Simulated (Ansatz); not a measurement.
## Decaying states in the gap of GaO

Wanted: the relaxed cell of GaO, its band edges and its decay constants. It is built by putting O for S in the GaS structure of space group R-3m, with the volume rescaled by atomic radii. The parent structure comes from the Materials Project.

Main program and level: Ansatz 0.2.0; r2SCAN DFT, plane waves, PAW files, in the first sound run; inputs show where later runs differ.

The structure was built from a prototype and need not be the compound's stable phase.

## (1) Starting point

The structure is trigonal, space group R-3m (No. 166). The conventional cell has a = 3.258 Å, b = 3.258 Å, c = 21.670 Å, α = 90.00°, β = 90.00°, γ = 120.00°. Ga has 3 O at 2.11 Å and 1 Ga at 2.20 Å nearest. Nearest to O lie 3 Ga at 2.11 Å. It derives from GaS. O for S in the GaS structure of space group R-3m. Farther neighbours and most contacts between anions are not listed.

Structure file:

```cif
data_structure
_symmetry_space_group_name_H-M 'P 1'
_symmetry_Int_Tables_number 1
_cell_length_a 7.4643
_cell_length_b 7.4643
_cell_length_c 7.4643
_cell_angle_alpha 25.213
_cell_angle_beta 25.213
_cell_angle_gamma 25.213
_cell_volume 66.41
loop_
_atom_site_label
_atom_site_type_symbol
_atom_site_fract_x
_atom_site_fract_y
_atom_site_fract_z
_atom_site_occupancy
Ga1 Ga 0.94918 0.94918 0.94918 1
Ga2 Ga 0.05082 0.05082 0.05082 1
O3 O 0.23805 0.23805 0.23805 1
O4 O 0.76195 0.76195 0.76195 1
```

## (2) Relaxing the new crystal

The substituted atoms don't fit the parent's cell, so cell and atoms relax together. A small smearing keeps the run stable in case the gap closes on the way.

The input, input.yaml:

```yaml
crystal:
  lattice:
    - [1.6290875465, 0.9405541335, 7.2233889525]
    - [-1.6290875465, 0.9405541335, 7.2233889525]
    - [0.0, -1.881108267, 7.2233889525]
  atoms:
    - { symbol: Ga, position: [0.94917581, 0.94917581, 0.94917581] }
    - { symbol: Ga, position: [0.05082419, 0.05082419, 0.05082419] }
    - { symbol: O, position: [0.23805187, 0.23805187, 0.23805187] }
    - { symbol: O, position: [0.76194813, 0.76194813, 0.76194813] }
kpoints:
  mp_grid: { grid: [8, 8, 8] }
scf:
  occupations: { method: gaussian, width: 0.03 }
hamiltonian:
  xc: r2scan
output:
  forces: true
  stress: true
relax:
  f_tol: 0.02
  max_steps: 60
  cell: {}
```

Started as:

```console
$ ansatz run input.yaml --threads 2 --pin off --max-ram 4096MiB --backend cpu --events-out ev --progress --plain --runs-dir out
```

Numbers of over 12 decimals in the logs are rounded to 6 here.

What it wrote:

```text
basis.fft_grid_basis auto: the FFT boxes are laid along the combinations [[1, 0, -1], [0, 1, -1], [0, 0, 1]] of the cell's own vectors, 3.258, 3.258 and 7.464 Å long. The dense box has 24×24×60 points. Along the cell's own vectors, as sized, it would have 60×60×60, 6.25 times as many. Of the 12 symmetry operations that the crystal satisfies within crystal.symmetry.tolerance (time reversal apart; of a slab, those that [...]
Engine: ansatz 0.2.0, aarch64-unknown-linux-gnu
Pseudopotentials: kind: paw
Pseudopotential: Ga, paw, valence charge 13, recommended cutoff 500 eV (meta_gga), Ga.paw.azcp
Pseudopotential: O, paw, valence charge 6, recommended cutoff 500 eV (meta_gga), O.paw.azcp
Functional definition: r2SCAN
  parameter k0 = 0.174
  parameter k1 = 0.065
  parameter a1 = 4.9479
  exchange = r2scan_x(k0 = k0, k1 = k1, a1 = a1)
  correlation = r2scan_c
Crystal: 4 atoms, lattice volume = 66.408 Å³
Basis set: ecut = 500 eV, 1641 PW (Γ), FFT grids on a1−a3, a2−a3, a3, exchange–correlation on 96×96×240 points (64 copies of the dense FFT grid, shifted against one another)
Bands: 23, of which v1, the nominal top of the filled ones, is band 19 counted from 1 (18 counted from 0)
Symmetry: 12 space group operations
Space group: R-3m (ITA 166), of the structure as read, at distance tolerance 4.0e-5 Å
k-points: 65 of 512
Non-local potential: Ga, projectors of the file, l = 0: 2, l = 1: 2, l = 2: 3, l = 3: 1
Non-local potential: O, projectors of the file, l = 0: 2, l = 1: 2, l = 2: 1
PAW form: soft (Blöchl's): semilocal exchange-correlation on the pseudo side does not see the compensation charge
PAW frozen core: Ga, regenerated for the run's functional (the file was generated under x = pbe(κ = 0.804, μ = 0.219515), c = pbe(β = 0.066725))
PAW frozen core: O, regenerated for the run's functional (the file was generated under x = pbe(κ = 0.804, μ = 0.219515), c = pbe(β = 0.066725))
PAW one-centre angular grid: Ga, 590 points (default); XC on 160 Gauss nodes
PAW one-centre angular grid: O, 302 points (default); XC on 160 Gauss nodes
Initial density: superposition of atomic densities (neutral atoms: chi_scale 0, normalization atom), corrected by the library's trained network
Initial wavefunctions: pseudopotential atomic-orbital guess
Functional: x = r2scan, c = r2scan; τ floored in thin density (d = 2e-4 eV/Å³)
SCF iter   1: F=—  HF=-8716.991144 eV  |F-HF|=—  |Δ(HF+E_count)|=         —  Δρ=1.23e-2  dr2=1.55e-1  dr2_τ=6.81e-2  ethr=1.77e-3  ⟨swp⟩=6.0  Hψ=6471  notcnv=0
preconditioner: auto → none  [insulator: Δε(μ)=1.775 eV  Ē_g=16.073 eV  σ=0.030 eV  W_gap=1.00  n_scr=16 (ndim 8)  ℏωp=28.1 eV  f_vac=0.177  D(μ)=0.00/eV (n_scr^D=0)  ε∞_Penn≈4.1]
SCF iter   2: F=—  HF=-8717.035842 eV  |F-HF|=—  |Δ(HF+E_count)|=   4.47e-2  Δρ=1.52e-2  dr2=1.96e-1  dr2_τ=1.63e-2  ethr=4.07e-4  ⟨swp⟩=3.0  Hψ=3755  notcnv=0
SCF iter   3: F=—  HF=-8717.002355 eV  |F-HF|=—  |Δ(HF+E_count)|=   3.35e-2  Δρ=3.72e-3  dr2=1.03e-2  dr2_τ=5.19e-4  ethr=4.07e-4  ⟨swp⟩=2.3  Hψ=2123  notcnv=0
SCF iter   4: F=—  HF=-8717.001258 eV  |F-HF|=—  |Δ(HF+E_count)|=   1.10e-3  Δρ=1.70e-3  dr2=6.23e-4  dr2_τ=5.71e-5  ethr=2.71e-5  ⟨swp⟩=2.0  Hψ=2271  notcnv=0
SCF iter   5: F=—  HF=-8717.001342 eV  |F-HF|=—  |Δ(HF+E_count)|=   8.37e-5  Δρ=2.72e-4  dr2=2.88e-5  dr2_τ=2.77e-6  ethr=1.64e-6  ⟨swp⟩=2.8  Hψ=2597  notcnv=0
SCF iter   6: F=—  HF=-8717.001349 eV  |F-HF|=—  |Δ(HF+E_count)|=   7.02e-6  Δρ=6.91e-5  dr2=1.64e-6  dr2_τ=1.74e-7  ethr=7.59e-8  ⟨swp⟩=2.1  Hψ=2014  notcnv=0
SCF iter   7: F=-8717.001349 eV  HF=-8717.001350 eV  |F-HF|=5.53e-8  |Δ(HF+E_count)|=   3.41e-7  Δρ=1.12e-5  dr2=9.69e-8  dr2_τ=4.40e-9  ethr=2.63e-10  ⟨swp⟩=3.2  Hψ=6856  notcnv=0
SCF 1 converged in 7 iterations: F = -8717.001349 eV  dr2 = 9.69e-8
  greatest PAW one-centre occupation: 0.995 electrons in one spin orbital (limit 2), on the Ga atom at site 1 (counted from 0), in its partial waves of l = 2
relax step   1: F+E_penalty+E_count = -8717.00134947 eV  Δ(F+E_penalty+E_count) = +0.000e0 eV  max|allowed force component| = 5.935e0 eV/Å  Δτ_max = 0.0000 Å  P = -14.855 GPa  Ω = 66.408 Å³  (7 SCF iters, dr2 threshold 1.00e-7 eV, accepted)
Crystal: 4 atoms, lattice volume = 62.628 Å³
Basis set: ecut = 500 eV, 1597 PW (Γ), FFT grids on a1−a3, a2−a3, a3, exchange–correlation on 96×96×240 points (64 copies of the dense FFT grid, shifted against one another)
Initial density: handed on by an earlier stage of this run
Initial wavefunctions: those handed on with the density
iter 1 solved again at ethr=1.07e-3 eV; its pass at ethr=3.10e-3 eV (dr2=4.08e-1 eV) is discarded
SCF iter   1: F=—  HF=-8718.320978 eV  |F-HF|=—  |Δ(HF+E_count)|=         —  Δρ=3.59e-2  dr2=4.08e-1  dr2_τ=1.41e0  ethr=1.07e-3  ⟨swp⟩=1.0  Hψ=8084  notcnv=0
automatic band count: iteration 1 solves 22 bands in place of 23: the levels show a gap, and the empty bands left out lie too high to hold charge; the band table lists the bands solved (type scf.n_extra_bands for more)
preconditioner: auto → none  [insulator: Δε(μ)=1.234 eV  Ē_g=16.178 eV  σ=0.030 eV  W_gap=1.00  n_scr=16 (ndim 8)  ℏωp=28.9 eV  f_vac=0.166  D(μ)=0.00/eV (n_scr^D=0)  ε∞_Penn≈4.2]
SCF iter   2: F=—  HF=-8718.541053 eV  |F-HF|=—  |Δ(HF+E_count)|=   2.20e-1  Δρ=1.56e-2  dr2=1.13e-1  dr2_τ=1.82e-2  ethr=1.07e-3  ⟨swp⟩=3.1  Hψ=3119  notcnv=0
SCF iter   3: F=—  HF=-8718.526608 eV  |F-HF|=—  |Δ(HF+E_count)|=   1.44e-2  Δρ=8.40e-3  dr2=2.46e-2  dr2_τ=1.96e-3  ethr=2.98e-4  ⟨swp⟩=2.8  Hψ=2609  notcnv=0
SCF iter   4: F=—  HF=-8718.525331 eV  |F-HF|=—  |Δ(HF+E_count)|=   1.28e-3  Δρ=3.29e-3  dr2=2.41e-3  dr2_τ=8.24e-5  ethr=6.48e-5  ⟨swp⟩=3.2  Hψ=2787  notcnv=0
SCF iter   5: F=—  HF=-8718.525731 eV  |F-HF|=—  |Δ(HF+E_count)|=   4.00e-4  Δρ=8.29e-4  dr2=1.18e-4  dr2_τ=1.14e-5  ethr=6.35e-6  ⟨swp⟩=2.0  Hψ=2730  notcnv=0
SCF iter   6: F=—  HF=-8718.525877 eV  |F-HF|=—  |Δ(HF+E_count)|=   1.46e-4  Δρ=2.19e-4  dr2=6.62e-6  dr2_τ=1.16e-6  ethr=3.10e-7  ⟨swp⟩=2.0  Hψ=2659  notcnv=0
SCF iter   7: F=—  HF=-8718.525898 eV  |F-HF|=—  |Δ(HF+E_count)|=   2.08e-5  Δρ=5.26e-5  dr2=1.33e-6  dr2_τ=1.22e-7  ethr=1.74e-8  ⟨swp⟩=2.0  Hψ=2665  notcnv=0
SCF iter   8: F=-8718.525898 eV  HF=-8718.525898 eV  |F-HF|=3.30e-8  |Δ(HF+E_count)|=   2.86e-7  Δρ=8.94e-6  dr2=6.29e-8  dr2_τ=2.62e-9  ethr=1.05e-9  ⟨swp⟩=5.0  Hψ=5803  notcnv=0
SCF 2 converged in 8 iterations: F = -8718.525898 eV  dr2 = 6.29e-8
[...]
[... from here on, the SCF cycles and remarks between the steps are left out ...]
relax step   4: F+E_penalty+E_count = -8718.85559524 eV  Δ(F+E_penalty+E_count) = -2.770e-2 eV  max|allowed force component| = 2.016e-1 eV/Å  Δτ_max = 0.0376 Å  P = +0.641 GPa  Ω = 57.554 Å³  energy of the carried Pulay correction = +3.877e-3 eV  (6 SCF iters, dr2 threshold 4.00e-7 eV, accepted)
relax step   5: F+E_penalty+E_count = -8718.86210463 eV  Δ(F+E_penalty+E_count) = -6.509e-3 eV  max|allowed force component| = 5.008e-2 eV/Å  Δτ_max = 0.0036 Å  P = -0.290 GPa  Ω = 57.594 Å³  energy of the carried Pulay correction = +3.858e-3 eV  (5 SCF iters, dr2 threshold 4.00e-7 eV, accepted)
relax step   6: F+E_penalty+E_count = -8718.87702308 eV  Δ(F+E_penalty+E_count) = -1.492e-2 eV  max|allowed force component| = 1.840e-1 eV/Å  Δτ_max = 0.0607 Å  P = +0.016 GPa  Ω = 55.720 Å³  energy of the carried Pulay correction = +4.751e-3 eV  (7 SCF iters, dr2 threshold 4.00e-7 eV, accepted)
relax step   7: F+E_penalty+E_count = -8718.89986144 eV  Δ(F+E_penalty+E_count) = -2.284e-2 eV  max|allowed force component| = 2.026e-1 eV/Å  Δτ_max = 0.1046 Å  P = +0.696 GPa  Ω = 52.889 Å³  energy of the carried Pulay correction = +6.152e-3 eV  (8 SCF iters, dr2 threshold 4.00e-7 eV, accepted)
relax step   8: F+E_penalty+E_count = -8718.88907060 eV  Δ(F+E_penalty+E_count) = +1.079e-2 eV  max|allowed force component| = 2.477e-1 eV/Å  Δτ_max = 0.1372 Å  P = +1.021 GPa  Ω = 50.403 Å³  energy of the carried Pulay correction = +7.439e-3 eV  (7 SCF iters, dr2 threshold 4.00e-7 eV, rejected (line search))
relax step   9: F+E_penalty+E_count = -8718.90574602 eV  Δ(F+E_penalty+E_count) = -5.885e-3 eV  max|allowed force component| = 5.752e-2 eV/Å  Δτ_max = 0.0357 Å  P = -0.343 GPa  Ω = 52.703 Å³  energy of the carried Pulay correction = +6.247e-3 eV  (10 SCF iters, accepted)
relax step  10: F+E_penalty+E_count = -8718.90723138 eV  Δ(F+E_penalty+E_count) = -1.485e-3 eV  max|allowed force component| = 2.617e-2 eV/Å  Δτ_max = 0.0258 Å  P = -0.079 GPa  Ω = 52.075 Å³  energy of the carried Pulay correction = +6.568e-3 eV  (6 SCF iters, dr2 threshold 4.00e-7 eV, accepted)
relax step  11: F+E_penalty+E_count = -8718.90727731 eV  Δ(F+E_penalty+E_count) = -4.593e-5 eV  max|allowed force component| = 1.246e-2 eV/Å  Δτ_max = 0.0023 Å  P = +0.069 GPa  Ω = 52.037 Å³  energy of the carried Pulay correction = +6.587e-3 eV  (5 SCF iters, dr2 threshold 5.39e-8 eV, accepted)
relax step  12: F+E_penalty+E_count = -8718.90729085 eV  Δ(F+E_penalty+E_count) = -1.354e-5 eV  max|allowed force component| = 5.211e-4 eV/Å  Δτ_max = 0.0005 Å  P = +0.002 GPa  Ω = 52.074 Å³  energy of the carried Pulay correction = +6.568e-3 eV  (4 SCF iters, dr2 threshold 7.47e-8 eV, accepted)
Basis set: ecut = 500 eV, 1337 PW (Γ), FFT grids on a1−a3, a2−a3, a3, exchange–correlation on 96×96×192 points (64 copies of the dense FFT grid, shifted against one another)
Initial wavefunctions: pseudopotential atomic-orbital guess (no wavefunctions were taken with the density)
iter 1 solved again at ethr=1.48e-7 eV; its pass at ethr=3.10e-3 eV (dr2=5.63e-5 eV) is discarded
SCF iter   1: F=—  HF=-8718.900278 eV  |F-HF|=—  |Δ(HF+E_count)|=         —  Δρ=6.81e-4  dr2=2.98e-5  dr2_τ=1.10e-4  ethr=1.48e-7  ⟨swp⟩=3.0  Hψ=10135  notcnv=0
preconditioner: auto → none  [insulator: Δε(μ)=1.482 eV  Ē_g=17.531 eV  σ=0.030 eV  W_gap=1.00  n_scr=16 (ndim 8)  ℏωp=31.7 eV  f_vac=0.049  D(μ)=0.00/eV (n_scr^D=0)  ε∞_Penn≈4.3]
SCF iter   2: F=—  HF=-8718.900336 eV  |F-HF|=—  |Δ(HF+E_count)|=   5.76e-5  Δρ=3.50e-4  dr2=9.23e-6  dr2_τ=7.94e-6  ethr=7.84e-8  ⟨swp⟩=2.9  Hψ=3037  notcnv=0
SCF iter   3: F=—  HF=-8718.900348 eV  |F-HF|=—  |Δ(HF+E_count)|=   1.27e-5  Δρ=4.87e-5  dr2=3.65e-7  dr2_τ=1.58e-7  ethr=2.43e-8  ⟨swp⟩=2.0  Hψ=2730  notcnv=0
SCF iter   4: F=—  HF=-8718.900349 eV  |F-HF|=—  |Δ(HF+E_count)|=   4.88e-7  Δρ=1.34e-5  dr2=2.40e-8  dr2_τ=1.28e-8  ethr=9.59e-10  ⟨swp⟩=2.0  Hψ=2703  notcnv=0
SCF iter   5: F=—  HF=-8718.900349 eV  |F-HF|=—  |Δ(HF+E_count)|=   3.20e-8  Δρ=5.29e-6  dr2=8.66e-9  dr2_τ=1.92e-9  ethr=6.32e-11  ⟨swp⟩=2.0  Hψ=2730  notcnv=0
SCF iter   6: F=—  HF=-8718.900349 eV  |F-HF|=—  |Δ(HF+E_count)|=   2.75e-9  Δρ=1.91e-6  dr2=2.06e-9  dr2_τ=1.95e-10  ethr=2.28e-11  ⟨swp⟩=2.0  Hψ=2730  notcnv=0
SCF iter   7: F=—  HF=-8718.900349 eV  |F-HF|=—  |Δ(HF+E_count)|=  3.27e-10  Δρ=6.74e-7  dr2=1.63e-10  dr2_τ=1.85e-11  ethr=5.41e-12  ⟨swp⟩=2.0  Hψ=1765  notcnv=0
SCF iter   8: F=-8718.900349 eV  HF=-8718.900349 eV  |F-HF|=3.64e-12  |Δ(HF+E_count)|=  1.82e-11  Δρ=1.16e-7  dr2=2.82e-12  dr2_τ=5.32e-13  ethr=1.00e-12  ⟨swp⟩=4.5  Hψ=5179  notcnv=0
SCF 13 converged in 8 iterations: F = -8718.900349 eV  dr2 = 2.82e-12
relax step  13: F+E_penalty+E_count = -8718.90034897 eV  Δ(F+E_penalty+E_count) = +6.942e-3 eV  max|allowed force component| = 1.280e-3 eV/Å  Δτ_max = 0.0000 Å  P = +0.011 GPa  Ω = 52.074 Å³  stress off target by 2.14e-2 GPa  SCF on the basis re-selected at this cell (its energy is not comparable with the rows above)  (8 SCF iters)
basis re-selected at this cell: Δ(F+E_penalty+E_count) = +6.942e-3 eV, ΔP = +0.009 GPa vs the last step (what re-selecting the basis moved, of the pressure what is left beyond the Pulay correction that the steps carried, after the strain that the cell walked since its last selection, with what the two solves' SCF thresholds leave and, on support functions, any second-order correction that the steps lacked; it is no measure of the basis error at this ecutwfc). The dense FFT grid was sized anew with the basis: this SCF ran on 24×24×48 points, the steps before it on 24×24×60, so part of this shift can come from that change (see relax.cell in the input reference). [rest of the remark cut]
SCF converged after 8 iterations
Free energy (F): -8718.900349 eV
Harris-Foulkes:  -8718.900349 eV  (|F-HF|=3.64e-12)
Internal energy: -8718.900349 eV  (E = F + TS)
E sigma→0 (E₀):  -8718.900349 eV
Fermi energy:    8.185142 eV
--- Per-component energies (eV) ---
  E_band       = -130.369287
  E_kinetic    = 582.891760
  E_local      = -4577.158974  (includes V_loc(G=0)·N_el)
  E_nonlocal   = 956.846466
  E_hartree    = 2076.533419
  E_xc         = -269.874751
  E_vxc        = -328.032579  (∫ρ·V_xc dr)
  E_paw        = -4335.824908  (= ΣΔE_a)
  E_vpaw       = -937.614415  (= ΣTr[D̂ρ^β])
  E_aug_tail   = 0.001863  (compensation charges beyond the density's cutoff)
  E_vtau       = 19.629732  (kinetic-family band-sum trace: ∫τ·v_τ [+ j·A + Jᵃ·Aᵃ] dr)
  E_ewald      = -3150.945202
  E_core_change = -1.370022  (= ΣΔE_core)
  E_smearing   = -0.000000  (= −TS)
  E_closure    = 0.000000  (closes the sum)
  Σ components = -8718.900349   (vs F -8718.900349, Δ=0.00e0)
--- Forces (eV/Å), atoms counted from 1 ---
  atom   1  Ga     0.00000000    -0.00000000     0.00095372
  atom   2  Ga     0.00000000     0.00000000    -0.00095372
  atom   3  O      0.00000000    -0.00000000    -0.00127978
  atom   4  O      0.00000000     0.00000000     0.00127978
  max |Σ_I F_I| component: 0.00e0 eV/Å
--- Stress (GPa, compression-positive) ---
        0.021422       0.000000       0.000000
        0.000000       0.021422       0.000000
        0.000000       0.000000      -0.009571
  P = ⅓ Tr σ = 0.0111 GPa (0.111 kbar)
--- Relaxed structure (12 steps of the walk, 11 accepted, 1 SCFs on fresh bases) ---
  F+E_penalty+E_count = -8718.90034897 eV   max|allowed force component| = 1.280e-3 eV/Å   (the final SCF, on the basis selected at the relaxed cell)
  cell:  # Å, volume = 52.0735 Å³
    - [1.540649, 0.889494, 6.333136]
    - [-1.540649, 0.889494, 6.333136]
    - [0, -1.778988, 6.333136]
  atoms:
    - { symbol: Ga, position: [0.934684, 0.934684, 0.934684] }
    - { symbol: Ga, position: [0.065316, 0.065316, 0.065316] }
    - { symbol: O, position: [0.231285, 0.231285, 0.231285] }
    - { symbol: O, position: [0.768715, 0.768715, 0.768715] }
```

It took 68 s on 2 threads of Arm Neoverse V2, shared host; peak memory 0.56 GiB.

Step by step:

```
step  energy less that of the first step (eV)  largest force component (eV/Å)  pressure (GPa)  volume (Å³)
   1                                   0.0000                          5.9347          -14.86        66.41
   2                                  -1.5245                          1.6974           -8.59        62.63
   3                                  -1.8265                          0.6251            3.95        56.69
   4                                  -1.8542                          0.2016            0.64        57.55
   5                                  -1.8608                          0.0501           -0.29        57.59
   6                                  -1.8757                          0.1840            0.02        55.72
   7                                  -1.8985                          0.2026            0.70        52.89
   8                                  -1.8877                          0.2477            1.02        50.40
   9                                  -1.9044                          0.0575           -0.34        52.70
  10                                  -1.9059                          0.0262           -0.08        52.07
  11                                  -1.9059                          0.0125            0.07        52.04
  12                                  -1.9059                          0.0005            0.00        52.07
 13*                                  -1.8990                          0.0013            0.01        52.07
```

Relaxation steps marked * repeat the geometry before them on a plane-wave basis chosen anew for their cell, so energy and pressure can jump there. Relaxation step 8 was tried and not accepted.

The run keeps the 12 symmetry operations that it works with, so distortions that break them were not tested.

```
     cell as run  before  after   change
           a (Å)   7.464  6.578  -11.9 %
           b (Å)   7.464  6.578  -11.9 %
           c (Å)   7.464  6.578  -11.9 %
           α (°)   25.21  27.09   +7.4 %
           β (°)   25.21  27.09   +7.4 %
           γ (°)   25.21  27.09   +7.4 %
volume (Å³/atom)   16.60  13.02  -21.6 %
```

The atoms that moved most (Å, as changes of fractional coordinates times the final cell):

```
atom     dx     dy      dz  length
 Ga1  0.000  0.000  -0.275   0.275
 Ga2  0.000  0.000   0.275   0.275
  O4  0.000  0.000   0.129   0.129
  O3  0.000  0.000  -0.129   0.129
```

Final coordinates:

```xyz
4
Lattice="1.5406 0.8895 6.3331 -1.5406 0.8895 6.3331 0.0000 -1.7790 6.3331" Properties=species:S:1:pos:R:3 pbc="T T T"
Ga    0.0000    0.0000   17.7584
Ga    0.0000    0.0000    1.2410
O     0.0000    0.0000    4.3943
O     0.0000    0.0000   14.6051
```

This step gave:

| Quantity | Value |
| --- | --- |
| free energy | -8718.9003 eV |
| Fermi energy | 8.185 eV |
| pressure | 0.01109 GPa |

The largest force component on a free atom ends at 0.0013 eV/Å.

[end of part 1 of 4]

[Logs are printed without paths, hosts, clocks, repeated set-up lines and the standing remarks that a program may print on its own settings, such as how far it seeks lower states.]

[Hosts, paths, dates, database ids (printed as entryN), source tags and the programs' standing remarks are cut or masked in the printed files.]
